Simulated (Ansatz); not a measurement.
Gas-phase electronic energies from Ansatz, PBE0-D4/def2-TZVP geometries. CBS: MP2 limit from def2 TZ/QZ plus the TZ coupled-cluster correction, frozen cores. Functionals use def2-TZVPP. For Ge outer-core shells are correlated without core-valence functions, which leaves a few kJ/mol of doubt a bond. Scalar relativity is left out up to krypton. Each species was taken in one conformer, which may not be the lowest.

`CCC[SiH2]Cl` + `[NH2][GeH2][CH2]O` → `[NH2][GeH2][SiH2]Cl` + `CCCCO`  (formal exchange of groups at the Si–C bond)

```tsv
level	ΔE (kcal/mol)
PBE0-D4	0.9
ωB97M-V	2.8
HF/def2-TZVPP	-1.6
CCSD/CBS(def2)	1.5
```

(1) What does CCSD(T)/CBS give? (Best estimate.)

Largest T1 diagnostic among the species: 0.011.

## Answers

(1) Ansatz gave: +2.1 kcal/mol. The listed levels differ from it by -1.2, 0.7, -3.7, -0.6 kcal/mol.

In def2-TZVPP, CCSD(T) changes the Hartree–Fock value by +3.7 kcal/mol (the triples alone add +0.6 kcal/mol) and MP2 by +5.2 kcal/mol. The D4 term adds +0.9 kcal/mol with B3LYP and +0.5 kcal/mol with PBE0; it sums over pairs of atoms, weighted by their polarisabilities, and B3LYP, whose exchange is more repulsive, gets the larger term.

B3LYP here is the variant with VWN-RPA as its local correlation; programs differ in this.

CCSD(T)/CBS has its own doubt, a few kJ/mol and more with outer-core shells, so smaller differences from it don't rank the levels.
